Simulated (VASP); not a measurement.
# KCl (Fm-3m) in VASP: a series of runs

KCl is run at these levels: PBE; tasks: single point, relaxation of cell and atoms.

Everything below comes from runs of VASP 6.6.1. Logs are shortened: lines on timing, memory, paths and dates and some standing lists are left out, and cuts for length are marked.

**The experiment to reproduce.**

A printed reference work, monograph reports, for a bulk crystal of KCl: band gap 8.68 eV.

How close the calculation comes is told below.

## 1. The cell of the first run

The structure is cubic, space group Fm-3m (No. 225). The conventional cell has a = 6.380 Å, b = 6.380 Å, c = 6.380 Å, α = 90.00°, β = 90.00°, γ = 90.00°. K (site symmetry m-3m) has 6 Cl at 3.19 Å within 4.2 Å. Cl (site symmetry m-3m) has 6 K at 3.19 Å within 4.2 Å.

## 2. Single point, PBE

File INCAR:

```
SYSTEM = KCl
PREC     = Accurate       ! precision mode
ENCUT    = 520            ! plane-wave cutoff, eV
EDIFF    = 1E-6           ! SCF threshold, eV
ISMEAR   = 0              ! smearing method
SIGMA    = 0.02           ! smearing width, eV
LREAL    = .FALSE.        ! projectors in reciprocal space
LASPH    = .TRUE.         ! aspherical terms in the spheres
NELM     = 60             ! most SCF steps
ALGO     = Normal         ! electronic algorithm
ISIF     = 2              ! what is computed and relaxed
LWAVE    = .FALSE.        ! write WAVECAR
LCHARG   = .FALSE.        ! write CHGCAR
GGA      = PE             ! functional
NBANDS   = 15             ! bands
```

File KPOINTS:

```
regular mesh
0
G
  6 6 6
  0 0 0
```

File POSCAR:

```
KCl
1.0
    0.0000000000      3.1897838832      3.1897838832
    3.1897838832      0.0000000000      3.1897838832
    3.1897838832      3.1897838832      0.0000000000
K Cl
1 1
Direct
    0.0000000000      0.0000000000      0.0000000000
    0.5000000000      0.5000000000      0.5000000000
```

Potentials or basis: VASP PAW PBE potentials, release 64 (K_sv, Cl).

Launch:

```bash
$ cat potpaw_PBE.64/K_sv/POTCAR potpaw_PBE.64/Cl/POTCAR > POTCAR
$ mpirun -np 1 vasp_std > vasp.out
```

OUTCAR:

```text
SYSTEM = KCl
   PREC = Accurate
   ENCUT = 520
   EDIFF = 1E-6
   ISMEAR = 0
   LREAL = .FALSE.
   LASPH = .TRUE.
   NELM = 60
   ISIF = 2
   GGA = PE

 ion  position               nearest neighbor table
   1  0.000  0.000  0.000-   2 3.19   2 3.19   2 3.19   2 3.19   2 3.19   2 3.19
   2  0.500  0.500  0.500-   1 3.19   1 3.19   1 3.19   1 3.19   1 3.19   1 3.19

  LATTYP: Found a face centered cubic cell.
 ALAT       =     6.3795677664

  Lattice vectors:

 A1 = (   0.0000000000,   3.1897838832,   3.1897838832)
 A2 = (   3.1897838832,   0.0000000000,   3.1897838832)
 A3 = (   3.1897838832,   3.1897838832,   0.0000000000)

Analysis of symmetry for initial positions (statically):
=====================================================================
 Subroutine PRICEL returns:
 Original cell was already a primitive cell.

 Routine SETGRP: Setting up the symmetry group for a
 face centered cubic supercell.

 Subroutine GETGRP returns: Found 48 space group operations
 (whereof 48 operations were pure point group operations)
 out of a pool of 48 trial point group operations.

The static configuration has the point symmetry O_h .

Analysis of symmetry for dynamics (positions and initial velocities):
=====================================================================
 Subroutine PRICEL returns:
 Original cell was already a primitive cell.

 Routine SETGRP: Setting up the symmetry group for a
 face centered cubic supercell.

 Subroutine GETGRP returns: Found 48 space group operations
 (whereof 48 operations were pure point group operations)
 out of a pool of 48 trial point group operations.

The dynamic configuration has the point symmetry O_h .

 Subroutine INISYM returns: Found 48 space group operations
 (whereof 48 operations are pure point group operations),
 and found     1 'primitive' translations

----------------------------------------------------------------------------------------

                                     Primitive cell

  volume of cell :      64.9103

  direct lattice vectors                    reciprocal lattice vectors
     0.000000000  3.189783883  3.189783883    -0.156750431  0.156750431  0.156750431
     3.189783883  0.000000000  3.189783883     0.156750431 -0.156750431  0.156750431
     3.189783883  3.189783883  0.000000000     0.156750431  0.156750431 -0.156750431

  length of vectors
     4.511035629  4.511035629  4.511035629     0.271499711  0.271499711  0.271499711

  position of ions in fractional coordinates (direct lattice)
     0.000000000  0.000000000  0.000000000
     0.500000000  0.500000000  0.500000000

  ion indices of the primitive-cell ions
   primitive index   ion index
                 1           1
                 2           2

----------------------------------------------------------------------------------------

 KPOINTS: regular mesh

Automatic generation of k-mesh.
 Grid dimensions read from file:
 generate k-points for:    6    6    6

 Generating k-lattice:

  Cartesian coordinates                     Fractional coordinates (reciprocal lattice)
    -0.026125072  0.026125072  0.026125072     0.166666667  0.000000000  0.000000000
     0.026125072 -0.026125072  0.026125072     0.000000000  0.166666667  0.000000000
     0.026125072  0.026125072 -0.026125072     0.000000000  0.000000000  0.166666667

  Length of vectors
     0.045249952  0.045249952  0.045249952

  Shift w.r.t. Gamma in fractional coordinates (k-lattice)
     0.000000000  0.000000000  0.000000000

 Subroutine IBZKPT returns following result:
 ===========================================

 Found     16 irreducible k-points:

 Following reciprocal coordinates:
            Coordinates               Weight
  0.000000  0.000000  0.000000      1.000000
  0.166667  0.000000  0.000000      8.000000
  0.333333  0.000000  0.000000      8.000000
  0.500000  0.000000  0.000000      4.000000
  0.166667  0.166667  0.000000      6.000000
  0.333333  0.166667  0.000000     24.000000
[... 8 lines left out ...]
 -0.333333  0.333333  0.166667     24.000000
 -0.333333  0.500000  0.166667     12.000000
   k-points           NKPTS =     16   k-points in BZ     NKDIM =     16   number of bands    NBANDS=     15
   number of dos      NEDOS =    301   number of ions     NIONS =      2
   total plane-waves  NPLWV =  46656
   dimension x,y,z NGX =    36 NGY =   36 NGZ =   36
   dimension x,y,z NGXF=    72 NGYF=   72 NGZF=   72
   ions per type =               1   1
   NGX,Y,Z   is equivalent  to a cutoff of  13.27, 13.27, 13.27 a.u.
   NGXF,Y,Z  is equivalent  to a cutoff of  26.53, 26.53, 26.53 a.u.
 SYSTEM =  KCl
   PREC   = accura    normal or accurate (medium, high low for compatibility)
   ISTART =      0    job   : 0-new  1-cont  2-samecut
   ICHARG =      2    charge: 1-file 2-atom 10-const
   ISPIN  =      1    spin polarized calculation?
   LNONCOLLINEAR =      F non collinear calculations
   LSORBIT =      F    spin-orbit coupling
   LASPH  =      T    aspherical Exc in radial PAW
   ENCUT  =  520.0 eV  38.22 Ry    6.18 a.u.   8.39  8.39  8.39*2*pi/ulx,y,z
   NELM   =     60;   NELMIN=  2; NELMDL= -5     # of ELM steps
   EDIFF  = 0.1E-05   stopping-criterion for ELM
   LREAL  =      F    real-space projection
   EDIFFG = 0.1E-04   stopping-criterion for IOM
   NSW    =      0    number of steps for IOM
   IBRION =     -1    ionic relax: 0-MD 1-quasi-New 2-CG
   NFREE  =      0    steps in history (QN), initial steepest desc. (CG)
   ISIF   =      2    stress and relaxation
   ISYM   =      2    0-nonsym 1-usesym 2-fastsym
   POTIM  = 0.5000    time-step for ionic-motion
   TEBEG  =    0.0;   TEEND  =   0.0 temperature during run
   PSTRESS=    0.0 pullay stress
   NELECT =      16.0000    total number of electrons
   NUPDOWN=      -1.0000    fix difference up-down
   EMIN   =  10.00;   EMAX   =-10.00  energy-range for DOS
   EFERMI =   0.00;   METHOD = LEGACY
   ISMEAR =     0;   SIGMA  =   0.02  broadening in eV -4-tet -1-fermi 0-gaus
   EFERMI_NEDOS =   21; number of points for ismear=-14 and -15
   IALGO  =     38    algorithm
   IMIX   =      4    mixing-type and parameters
     AMIX     =   0.40;   BMIX     =  1.00
     AMIX_MAG =   1.60;   BMIX_MAG =  1.00
  volume/ion in A,a.u.               =      32.46       219.02
  Fermi-wavevector in a.u.,A,eV,Ry     =   1.026464  1.939735 14.335474  1.053628
  Thomas-Fermi vector in A             =   2.160358
   LORBIT       =      0    0 simple, 1 ext, 2 COOP (PROOUT), +10 PAW based schemes
   GGA     = PE    functional components
   LHFCALC =     F    Hartree Fock is set to
   AEXX    =    0.0000 exact exchange contribution
   IVDW    =     0    specifies the selected vdW correction
   LEPSILON=     F    determine dielectric tensor
   LRPA    =     F    only Hartree local field effects (RPA)
 non-spin polarized calculation
 Gauss-broadening in eV      SIGMA  =   0.02
  energy-cutoff  :      520.00
  volume of cell :       64.91
 maximum number of plane-waves:      1807
 NGX is ok and might be reduce to    36
   NGX = 17   NGY = 17   NGZ = 17

 number of electron      15.9999998 magnetization

 Free energy of the ion-electron system (eV)
  ---------------------------------------------------
  ext. energy  EPLUGINS =         0.00000000
  ---------------------------------------------------
  free energy    TOTEN  =        -6.81095651 eV

  energy without entropy =       -6.81095651  energy(sigma->0) =       -6.81095651

 E-fermi :  -1.8065     XC(G=0):  -7.3731

 val. band max:       -2.0001758553   @ k =   0.0000   0.0000   0.0000
 cond. band min:       3.0482548030   @ k =   0.0000   0.0000   0.0000
 fundamental gap:      5.0484306583
 Fermi energy:        -1.8065239354

 k-point     1 :       0.0000    0.0000    0.0000
  band No.  band energies     occupation
      1     -29.3003      2.00000
      2     -14.0733      2.00000
      3     -12.7602      2.00000
      4     -12.7602      2.00000
      5     -12.7602      2.00000
      6      -2.0002      2.00000
      7      -2.0002      2.00000
      8      -2.0002      2.00000
      9       3.0483      0.00000
     10       6.3542      0.00000
     11       6.3542      0.00000
     12       6.3542      0.00000
     13       7.2085      0.00000
     14       7.2085      0.00000
     15      10.8331      0.00000

 k-point     2 :       0.1667    0.0000    0.0000
  band No.  band energies     occupation
      1     -29.2982      2.00000
      2     -14.1210      2.00000
      3     -12.7623      2.00000
      4     -12.7623      2.00000
      5     -12.7007      2.00000
      6      -2.2929      2.00000
      7      -2.0772      2.00000
      8      -2.0772      2.00000
      9       3.6602      0.00000
     10       6.1752      0.00000
     11       6.6842      0.00000
     12       6.6842      0.00000
     13       7.5557      0.00000
     14       7.5557      0.00000
     15      11.6861      0.00000

 k-point     3 :       0.3333    0.0000    0.0000
  band No.  band energies     occupation
      1     -29.2939      2.00000
      2     -14.2061      2.00000
      3     -12.7665      2.00000
      4     -12.7665      2.00000
      5     -12.5913      2.00000
      6      -2.7761      2.00000
      7      -2.2236      2.00000
      8      -2.2236      2.00000
      9       4.8830      0.00000
     10       6.1774      0.00000
     11       7.5771      0.00000
     12       7.5771      0.00000
     13       8.4374      0.00000
     14       8.4374      0.00000
     15      10.5791      0.00000
[... 199 lines left out ...]
 k-point    15 :      -0.3333    0.3333    0.1667
  band No.  band energies     occupation
      1     -29.2898      2.00000
      2     -14.1196      2.00000
      3     -12.8252      2.00000
      4     -12.8095      2.00000
      5     -12.6546      2.00000
      6      -2.6686      2.00000
      7      -2.4139      2.00000
      8      -2.3281      2.00000
      9       5.8707      0.00000
     10       6.1066      0.00000
     11       7.5594      0.00000
     12       7.8390      0.00000
     13       9.0424      0.00000
     14       9.5584      0.00000
     15       9.7113      0.00000

 k-point    16 :      -0.3333    0.5000    0.1667
  band No.  band energies     occupation
      1     -29.2892      2.00000
      2     -14.0506      2.00000
      3     -12.8621      2.00000
      4     -12.8256      2.00000
      5     -12.7096      2.00000
      6      -2.5464      2.00000
      7      -2.3924      2.00000
      8      -2.3419      2.00000
      9       5.2415      0.00000
     10       6.7999      0.00000
     11       6.8804      0.00000
     12       7.9962      0.00000
     13       8.8085      0.00000
     14       9.5420      0.00000
     15      10.0641      0.00000

------------------------ aborting loop because EDIFF is reached ----------------------------------------

  FORCE on cell =-STRESS in cart. coord.  units (eV):
  Direction    XX          YY          ZZ          XY          YZ          ZX
  --------------------------------------------------------------------------------------
  -------------------------------------------------------------------------------------
  Total        0.0139612      0.0139612      0.0139612     -0.0000000     -0.0000000      0.0000000
  in kB        0.3446040      0.3446040      0.3446040     -0.0000000     -0.0000000      0.0000000
  external PRESSURE =       0.3446040 kB  Pullay stress =       0.0000000 kB

 VOLUME and BASIS-vectors are now :
 -----------------------------------------------------------------------------
  energy-cutoff  :      520.00
  volume of cell :       64.91
      direct lattice vectors                 reciprocal lattice vectors
     0.000000000  3.189783883  3.189783883    -0.156750431  0.156750431  0.156750431
     3.189783883  0.000000000  3.189783883     0.156750431 -0.156750431  0.156750431
     3.189783883  3.189783883  0.000000000     0.156750431  0.156750431 -0.156750431

 POSITION                                       TOTAL-FORCE (eV/Angst)
 -----------------------------------------------------------------------------------
      0.00000      0.00000      0.00000         0.000000      0.000000     -0.000000
      3.18978      3.18978      3.18978        -0.000000     -0.000000      0.000000
 -----------------------------------------------------------------------------------
    total drift:                                0.000000      0.000000      0.000000

  FREE ENERGIE OF THE ION-ELECTRON SYSTEM (eV)
  ---------------------------------------------------
  free  energy   TOTEN  =        -6.8109565052 eV

  energy  without entropy=       -6.8109565052  energy(sigma->0) =       -6.81095651
```

It took 42 s on 1 thread of AMD EPYC 7R43 (Zen 3), shared host; peak memory 0.17 GiB.

Results:

```
Free energy            : -6.8110 eV
Pressure               : 0.0 GPa
Band gap on the k mesh : 5.05 eV
```

## 3. Relaxation of cell and atoms, PBE

This run uses another cell than the first one, of 31.44 Å³/atom.

File INCAR:

```
SYSTEM = KCl
  ALGO = Normal
  EDIFF = 1E-6
  EDIFFG = -0.005
  ENCUT = 600
  GGA = PE
  IBRION = 2
  ISIF = 3
  ISMEAR = 0
  LASPH = .True.
  LCHARG = .False.
  LREAL = .False.
  LWAVE = .False.
  NELM = 80
  NSW = 100
  PREC = Accurate
  SIGMA = 0.02
```

File KPOINTS:

```
k-points
0
Gamma
  6 6 6
  0 0 0
```

File POSCAR:

```
KCl
1.0
    0.0000000000      3.1561000000      3.1561000000
    3.1561000000      0.0000000000      3.1561000000
    3.1561000000      3.1561000000      0.0000000000
K Cl
1 1
Direct
    0.0000000000      0.0000000000      0.0000000000
    0.5000000000      0.5000000000      0.5000000000
```

Potentials or basis: VASP PAW PBE potentials, release 64 (K_sv, Cl).

Launch:

```bash
$ cat potpaw_PBE.64/K_sv/POTCAR potpaw_PBE.64/Cl/POTCAR > POTCAR
$ mpirun -np 1 vasp_std > vasp.out
```

Run time: 55 s. Hardware: 1 thread of AMD EPYC 7R43 (Zen 3), shared host; peak memory 0.18 GiB.

It converged, with:

```yaml
Free_energy: -6.8112 eV
Relaxed_volume: 32.62 Å³/atom
Relaxed_cell: a = 4.519 Å, b = 4.519 Å, c = 4.519 Å, α = 60.00°, β = 60.00°, γ = 60.00°
Space_group_after_relaxing_to_0.1_Å: Fm-3m (No. 225)
Energy_gained_by_relaxing: 2.2 meV/atom
Ionic_steps: 3
Pressure_after_relaxing: 0.0 GPa
Band_gap_on_the_k_mesh: 5.03 eV
```

Step by step:
```csv
step,energy change (eV),largest force (eV/Å),pressure (GPa),volume (Å³)
1,0.0000,0.0000,0.64,62.88
2,-0.0033,0.0000,0.30,64.02
3,-0.0044,0.0000,-0.02,65.24
```

Final structure:
```yaml
crystal:
  lattice:
    - [0.00000, 3.19519, 3.19519]
    - [3.19519, 0.00000, 3.19519]
    - [3.19519, 3.19519, 0.00000]
  atoms:
    - { symbol: K, position: [0.00000, 0.00000, 0.00000] }
    - { symbol: Cl, position: [0.50000, 0.50000, 0.50000] }
```

Levels at points of the mesh, in eV from the valence-band top:
```csv
k point,band 4,band 5,band 6,band 7,band 8,band 9,band 10,band 11,band 12
"(0.00, 0.00, 0.00)",-10.77,-10.77,0.00,0.00,0.00,5.03,8.35,8.35,8.35
"(0.50, 0.00, 0.00)",-10.78,-10.56,-0.98,-0.29,-0.29,7.46,8.42,10.37,10.37
"(0.50, 0.50, 0.00)",-10.82,-10.82,-0.63,-0.21,-0.21,6.56,8.14,9.80,10.14
```

## 4. How close it comes

Step 2. Against the measured gap of KCl, 8.68 eV (a printed reference work, monograph), the calculated 5.05 eV is off by -3.63 eV. The value is that of PBE, without temperature or zero-point motion. Semilocal functionals fall short of measured gaps as a rule.
